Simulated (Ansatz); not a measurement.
Runs of Ansatz 0.2.0 on MoS2. The cell holds a slab with vacuum, 6 atoms: a = 3.185 Å, b = 3.185 Å, c = 21.671 Å, α = 90.00°, β = 90.00°, γ = 120.00°. 

| level | U | hubbard projectors | double counting | gap on the mesh (eV) | relaxed volume (Å³/atom) | largest force (eV/Å) |
| --- | --- | --- | --- | --- | --- | --- |
| PBEsol+U | Mo d U = 5 eV | ortho-atomic (the default) | fll (the default) | 1.40 | 30.71 | 0.01 |
| PBEsol+U | Mo d U = 8 eV | ortho-atomic (the default) | fll (the default) | (a) | 31.75 | - |
| PBEsol+U | Mo d U = 6 eV | ortho-atomic (the default) | fll (the default) | (b) | 30.82 | 0.01 |
| PBEsol+U | Mo d U = 4 eV | ortho-atomic (the default) | fll (the default) | 1.45 | 30.69 | 0.01 |
| PBEsol+U | Mo d U = 3 eV | ortho-atomic (the default) | fll (the default) | (c) | 30.69 | 0.01 |
| PBEsol+U | Mo d U = 1 eV | ortho-atomic (the default) | fll (the default) | 1.45 | 30.69 | 0.01 |
| PBEsol+U | Mo d U = 2 eV | ortho-atomic (the default) | fll (the default) | 1.46 | 30.69 | 0.01 |
| PBEsol | - | - | - | 1.44 | 30.71 | - |

Alike in all rows: task relaxation of cell and atoms; potentials or basis Ansatz PAW; no spin polarisation; cell relaxed; k mesh 10 × 10 × 2; cutoff (eV) 420; smearing fermi-dirac 0.05 eV.

Q: Estimate the missing entries.

A: (a) 0.78; (b) 1.32; (c) 1.48.

Caveats: the plane-wave basis is chosen anew once the cell has moved, so the energies of steps on either side of that aren't comparable; the PAW data sets come from PBE, with cores solved anew for the run's functional, which leaves a small shift of forces and pressure; without dispersion, layers of such crystals drift apart on relaxing, which shifts levels and gaps; volumes and pressures include the vacuum.

A k mesh can miss the band edges, and the runs leave out spin-orbit coupling on Mo.
